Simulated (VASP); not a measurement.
Set up this calculation in VASP 6.6.1, as the native input.

```yaml
Task: relaxation of cell and atoms
Functional: PBEsol
Potentials_or_basis: VASP PAW PBE potentials, release 64 (W_sv, S)
Cutoff: 520 eV
k_mesh: 12 × 12 × 12
Occupations: gaussian, width 0.02 eV
Spin: no spin polarisation
Further_INCAR_settings: ALGO = Normal; EDIFF = 1e-07; IBRION = 2; EDIFFG = -0.002; NSW = 80; ISIF = 3
```

The structure of WS2 lies in POSCAR:

```
WS2                                     
1.0
    1.5739876753      0.9087422130      6.3538225867
   -1.5739876753      0.9087422130      6.3538225867
   -0.0000000000     -1.8174844158      6.3538225866
  W               S             
     1     2
Direct
     0.0006711593004246    0.0006711593004246    0.0006711593004456
     0.2517833602497647    0.2517833602497647    0.2517833602497428
     0.4162454804498046    0.4162454804498046    0.4162454804498057
```

Measurements of this composition are mostly on another form, of space group No. 194.

One way to write it, as run:

INCAR

```
PREC     = Accurate       # precision mode
ENCUT    = 520            # plane-wave cutoff, eV
EDIFF    = 1E-7           # SCF threshold, eV
ISMEAR   = 0              # smearing method
SIGMA    = 0.02           # smearing width, eV
LREAL    = F              # projectors in reciprocal space
LASPH    = T              # aspherical terms in the spheres
NELM     = 80             # most SCF steps
ALGO     = Normal         # electronic algorithm
ISIF     = 3              # what is computed and relaxed
LWAVE    = F              # write WAVECAR
LCHARG   = F              # write CHGCAR
GGA      = PS             # functional
IBRION   = 2              # ionic algorithm
NSW      = 80             # ionic steps
EDIFFG   = -0.002         # ionic threshold
KPAR     = 4
```

KPOINTS

```
Automatic mesh
0
Gamma
  12 12 12
```

Potentials or basis: VASP PAW PBE potentials, release 64 (W_sv, S).

The run is started by

```sh
$ cat potpaw_PBE.64/W_sv/POTCAR potpaw_PBE.64/S/POTCAR > POTCAR
$ mpirun -np 4 vasp_std > vasp.out
```

It gave:

```json
{"Pressure after relaxing": "0.0 GPa", "Band gap on the k mesh": "1.15 eV, indirect (least direct gap 1.93 eV)"}
```

Caveat: the relaxation stopped at its first step, so nothing moved; the PAW data sets were made with another functional, which shifts forces and pressure a little; spin-orbit coupling is left out, which moves the levels of the heavy elements.

It took 76 s on 4 MPI ranks on Intel(R) Xeon(R) 6975P-C (Granite Rapids), on a shared host, peak memory 0.45 GiB a rank.
